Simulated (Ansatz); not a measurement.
BAs: levels along high-symmetry lines

```
CELL_PARAMETERS angstrom
0.00000 2.38850 2.38850
2.38850 0.00000 2.38850
2.38850 2.38850 0.00000
ATOMIC_POSITIONS crystal
B 0.00000 0.00000 0.00000
As 0.75000 0.75000 0.75000
```

Atom numbers follow the list: B1, As2.

The cell is COD entry 9008833, as deposited and not checked against the literature; nothing was relaxed.

All numbers below come from DFT, PBE, all-electron LAPW, Dirac equation with spin-orbit coupling (Ansatz 0.2.0).

Settings: a Γ-centred 15×15×15 k mesh, Fermi–Dirac smearing of 0.03 eV, basis error target 0.25 meV/atom, no spin polarisation.

Points in fractions of the reciprocal vectors of this cell: Γ (0, 0, 0), X (-0.5, -0.5, 0), U (-0.375, -0.375, 0.25), K (-0.375, 0, 0.375), L (0, 0, 0.5), W (-0.5, -0.25, 0.25). The path joins them by straight lines in the order Γ–X–U–K–Γ–L–W–X; legs that retrace an earlier one aren't tabulated. Energies are in eV from the top of the valence band.

(1) Metal or insulator at this level of theory?

(2) Tabulate bands 24 to 31, counted from the lowest band of the run, along the path.

Results:

(1) An insulator or semiconductor: gap 1.12 eV, indirect from Γ to the line Γ–X (-0.5, -0.5, 0).

(2) 
```json
{"k (1/Å)": "0.00", "point": "Γ", "band 24": "-0.21", "band 25": "0.00", "band 26": "0.00", "band 27": "0.00", "band 28": "0.00", "band 29": "3.08", "band 30": "3.08", "band 31": "3.29"}
{"k (1/Å)": "0.26", "point": "", "band 24": "-1.12", "band 25": "-0.91", "band 26": "-0.91", "band 27": "-0.83", "band 28": "-0.83", "band 29": "2.71", "band 30": "2.71", "band 31": "4.22"}
{"k (1/Å)": "0.53", "point": "", "band 24": "-3.07", "band 25": "-2.25", "band 26": "-2.25", "band 27": "-2.13", "band 28": "-2.13", "band 29": "1.94", "band 30": "1.94", "band 31": "5.27"}
{"k (1/Å)": "0.79", "point": "", "band 24": "-5.28", "band 25": "-3.31", "band 26": "-3.31", "band 27": "-3.18", "band 28": "-3.18", "band 29": "1.34", "band 30": "1.34", "band 31": "3.61"}
{"k (1/Å)": "1.05", "point": "", "band 24": "-7.38", "band 25": "-3.98", "band 26": "-3.98", "band 27": "-3.85", "band 28": "-3.85", "band 29": "1.12", "band 30": "1.12", "band 31": "2.20"}
{"k (1/Å)": "1.32", "point": "X", "band 24": "-8.58", "band 25": "-4.20", "band 26": "-4.20", "band 27": "-4.07", "band 28": "-4.07", "band 29": "1.38", "band 30": "1.38", "band 31": "1.39"}
{"k (1/Å)": "1.41", "point": "", "band 24": "-8.56", "band 25": "-4.34", "band 26": "-4.31", "band 27": "-4.10", "band 28": "-4.09", "band 29": "1.41", "band 30": "1.41", "band 31": "1.62"}
{"k (1/Å)": "1.50", "point": "", "band 24": "-8.50", "band 25": "-4.75", "band 26": "-4.70", "band 27": "-4.04", "band 28": "-4.03", "band 29": "1.48", "band 30": "1.48", "band 31": "2.28"}
{"k (1/Å)": "1.59", "point": "", "band 24": "-8.41", "band 25": "-5.26", "band 26": "-5.19", "band 27": "-3.92", "band 28": "-3.92", "band 29": "1.60", "band 30": "1.61", "band 31": "3.22"}
{"k (1/Å)": "1.69", "point": "", "band 24": "-8.30", "band 25": "-5.72", "band 26": "-5.64", "band 27": "-3.76", "band 28": "-3.75", "band 29": "1.77", "band 30": "1.78", "band 31": "4.31"}
{"k (1/Å)": "1.78", "point": "U", "band 24": "-8.17", "band 25": "-6.06", "band 26": "-5.96", "band 27": "-3.55", "band 28": "-3.54", "band 29": "1.98", "band 30": "1.99", "band 31": "5.47"}
{"k (1/Å)": "1.94", "point": "", "band 24": "-8.08", "band 25": "-6.04", "band 26": "-5.93", "band 27": "-3.77", "band 28": "-3.74", "band 29": "2.63", "band 30": "2.66", "band 31": "6.08"}
{"k (1/Å)": "2.10", "point": "", "band 24": "-8.02", "band 25": "-5.81", "band 26": "-5.71", "band 27": "-4.26", "band 28": "-4.19", "band 29": "4.00", "band 30": "4.03", "band 31": "5.94"}
{"k (1/Å)": "2.26", "point": "", "band 24": "-8.02", "band 25": "-5.81", "band 26": "-5.71", "band 27": "-4.26", "band 28": "-4.19", "band 29": "4.00", "band 30": "4.03", "band 31": "5.94"}
{"k (1/Å)": "2.42", "point": "", "band 24": "-8.08", "band 25": "-6.04", "band 26": "-5.93", "band 27": "-3.77", "band 28": "-3.74", "band 29": "2.63", "band 30": "2.66", "band 31": "6.08"}
{"k (1/Å)": "2.59", "point": "K", "band 24": "-8.17", "band 25": "-6.06", "band 26": "-5.96", "band 27": "-3.55", "band 28": "-3.54", "band 29": "1.98", "band 30": "1.99", "band 31": "5.47"}
{"k (1/Å)": "2.86", "point": "", "band 24": "-7.52", "band 25": "-5.94", "band 26": "-5.83", "band 27": "-2.71", "band 28": "-2.70", "band 29": "2.83", "band 30": "2.85", "band 31": "7.22"}
{"k (1/Å)": "3.14", "point": "", "band 24": "-6.12", "band 25": "-4.72", "band 26": "-4.62", "band 27": "-1.69", "band 28": "-1.69", "band 29": "3.70", "band 30": "3.72", "band 31": "5.53"}
{"k (1/Å)": "3.42", "point": "", "band 24": "-4.07", "band 25": "-2.99", "band 26": "-2.89", "band 27": "-0.78", "band 28": "-0.78", "band 29": "3.88", "band 30": "3.91", "band 31": "4.26"}
{"k (1/Å)": "3.70", "point": "", "band 24": "-1.67", "band 25": "-1.14", "band 26": "-1.04", "band 27": "-0.23", "band 28": "-0.22", "band 29": "3.44", "band 30": "3.44", "band 31": "3.55"}
{"k (1/Å)": "3.98", "point": "Γ", "band 24": "-0.21", "band 25": "0.00", "band 26": "0.00", "band 27": "0.00", "band 28": "0.00", "band 29": "3.08", "band 30": "3.08", "band 31": "3.29"}
{"k (1/Å)": "4.21", "point": "", "band 24": "-1.47", "band 25": "-0.43", "band 26": "-0.43", "band 27": "-0.30", "band 28": "-0.30", "band 29": "3.34", "band 30": "3.34", "band 31": "3.57"}
{"k (1/Å)": "4.44", "point": "", "band 24": "-3.82", "band 25": "-1.01", "band 26": "-1.01", "band 27": "-0.87", "band 28": "-0.87", "band 29": "3.15", "band 30": "3.15", "band 31": "4.27"}
{"k (1/Å)": "4.66", "point": "", "band 24": "-6.11", "band 25": "-1.52", "band 26": "-1.52", "band 27": "-1.38", "band 28": "-1.38", "band 29": "2.88", "band 30": "2.88", "band 31": "4.68"}
{"k (1/Å)": "4.89", "point": "", "band 24": "-7.98", "band 25": "-1.85", "band 26": "-1.85", "band 27": "-1.70", "band 28": "-1.70", "band 29": "2.69", "band 30": "2.69", "band 31": "4.72"}
{"k (1/Å)": "5.12", "point": "L", "band 24": "-8.84", "band 25": "-1.96", "band 26": "-1.96", "band 27": "-1.81", "band 28": "-1.81", "band 29": "2.63", "band 30": "2.63", "band 31": "4.69"}
{"k (1/Å)": "5.31", "point": "", "band 24": "-8.75", "band 25": "-2.63", "band 26": "-2.59", "band 27": "-2.11", "band 28": "-2.07", "band 29": "3.14", "band 30": "3.16", "band 31": "4.54"}
{"k (1/Å)": "5.49", "point": "", "band 24": "-8.50", "band 25": "-3.99", "band 26": "-3.93", "band 27": "-2.74", "band 28": "-2.68", "band 29": "3.72", "band 30": "3.73", "band 31": "4.49"}
{"k (1/Å)": "5.68", "point": "", "band 24": "-8.17", "band 25": "-5.23", "band 26": "-5.14", "band 27": "-3.63", "band 28": "-3.56", "band 29": "4.11", "band 30": "4.13", "band 31": "4.92"}
{"k (1/Å)": "5.86", "point": "", "band 24": "-8.01", "band 25": "-5.81", "band 26": "-5.70", "band 27": "-4.59", "band 28": "-4.52", "band 29": "4.68", "band 30": "4.69", "band 31": "5.63"}
{"k (1/Å)": "6.05", "point": "W", "band 24": "-8.08", "band 25": "-5.62", "band 26": "-5.48", "band 27": "-5.25", "band 28": "-5.23", "band 29": "5.20", "band 30": "5.21", "band 31": "5.88"}
{"k (1/Å)": "6.18", "point": "", "band 24": "-8.14", "band 25": "-5.49", "band 26": "-5.36", "band 27": "-5.16", "band 28": "-5.14", "band 29": "4.46", "band 30": "4.49", "band 31": "4.81"}
{"k (1/Å)": "6.31", "point": "", "band 24": "-8.28", "band 25": "-5.15", "band 26": "-5.04", "band 27": "-4.91", "band 28": "-4.89", "band 29": "3.33", "band 30": "3.38", "band 31": "3.52"}
{"k (1/Å)": "6.44", "point": "", "band 24": "-8.43", "band 25": "-4.73", "band 26": "-4.65", "band 27": "-4.56", "band 28": "-4.54", "band 29": "2.33", "band 30": "2.37", "band 31": "2.43"}
{"k (1/Å)": "6.58", "point": "", "band 24": "-8.54", "band 25": "-4.37", "band 26": "-4.33", "band 27": "-4.22", "band 28": "-4.21", "band 29": "1.63", "band 30": "1.65", "band 31": "1.67"}
{"k (1/Å)": "6.71", "point": "X", "band 24": "-8.58", "band 25": "-4.20", "band 26": "-4.20", "band 27": "-4.07", "band 28": "-4.07", "band 29": "1.38", "band 30": "1.38", "band 31": "1.39"}
```
